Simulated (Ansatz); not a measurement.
Wurtzite BeO, treated with HSE06 in Ansatz (PAW).

Run with plane-wave cutoff 460 eV, 12×12×6 k mesh (along the axes of the cell as run), Fermi–Dirac smearing 0.01 eV, scalar-relativistic PAW data made under PBE.

Cell (relaxed at this level):

```
BeO
1.0
    1.34286    -2.32590     0.00000
    1.34286     2.32590     0.00000
    0.00000     0.00000     4.35939
Be O
2 2
Direct
  0.66667   0.33333   0.50006
  0.33333   0.66667   0.00006
  0.66667   0.33333   0.87794
  0.33333   0.66667   0.37794
```

Task: Estimate the band gap and width of the whole s-p valence band that the calculation returns.

Result: 
- band gap: 9.64 eV (on the SCF k mesh) (direct)
- width of the whole s-p valence band: 20.43 eV

Measured, for comparison: band gap 11.29 eV (zero-point renormalisation of 699 meV (computed, non-adiabatic AHC, without the lattice-expansion part) added back here; inputs from Miglio et al. (2020), arXiv:2011.12765). Computed (rounded) less measured: band gap -1.65 eV.

Computed values are for the static lattice.

Ansatz is a program for electronic structure.
